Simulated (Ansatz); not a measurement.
Trial structure of AlAu3, not yet relaxed:

```cif
data_structure
_symmetry_space_group_name_H-M 'Im-3m'
_symmetry_Int_Tables_number 229
_cell_length_a 5.2856
_cell_length_b 5.2856
_cell_length_c 5.2856
_cell_angle_alpha 90.000
_cell_angle_beta 90.000
_cell_angle_gamma 90.000
_cell_volume 147.66
loop_
_atom_site_label
_atom_site_type_symbol
_atom_site_symmetry_multiplicity
_atom_site_Wyckoff_symbol
_atom_site_fract_x
_atom_site_fract_y
_atom_site_fract_z
_atom_site_occupancy
Al1 Al 2 a 0.00000 0.00000 0.00000 1
Au1 Au 6 b 0.00000 0.00000 0.50000 1
```

All numbers below come from DFT PBE, scalar-relativistic, plane waves, PAW (Ansatz). Settings: cutoff 420 eV, Γ-centred mesh 6×6×6 on the computed 4-atom cell, Gaussian smearing of 0.10 eV; no spin polarisation.

The zero of energy is the elements' standard structures at the same level; no fitted shifts are applied.

**Question.** What does a single point on this coarse mesh give?

**Answer.** The pressure is 7.6 GPa (it wants to expand), the largest force is 0.00 eV/Å (symmetry fixes the atoms), and the energy is 0.00 eV/atom against the elements. The shortest distance is 2.64 Å.

**Question.** Is it a good guess?

**Answer.** A good one: relaxing gains under 0.1 eV/atom (the start's value is from the coarse mesh, so the gain is rough) in 9 ionic steps and ends at −0.05 eV/atom on the finer mesh. The symmetry stays Im-3m (No. 229). The volume per atom grows by 6.8 %, from 18.5 to 19.7 Å³. The shortest distance goes from 2.64 Å (Al–Au and Au–Au) to 2.70 Å (Al–Au and Au–Au). Conventional cell: a = 5.403 Å. Al is surrounded by 6 Au at 2.70 Å; Au has 2 Al at 2.70 Å and 4 Au at 2.70 Å.

The last run used a 12×12×12 mesh for its 4-atom cell and Gaussian smearing of 0.10 eV. These runs have no spin–orbit coupling, which can matter for Au. The relaxation can't lower the symmetry of the start, and the grade says only how near the guess is to its own end. Symmetry constrained the relaxation, so the result can be a saddle point.
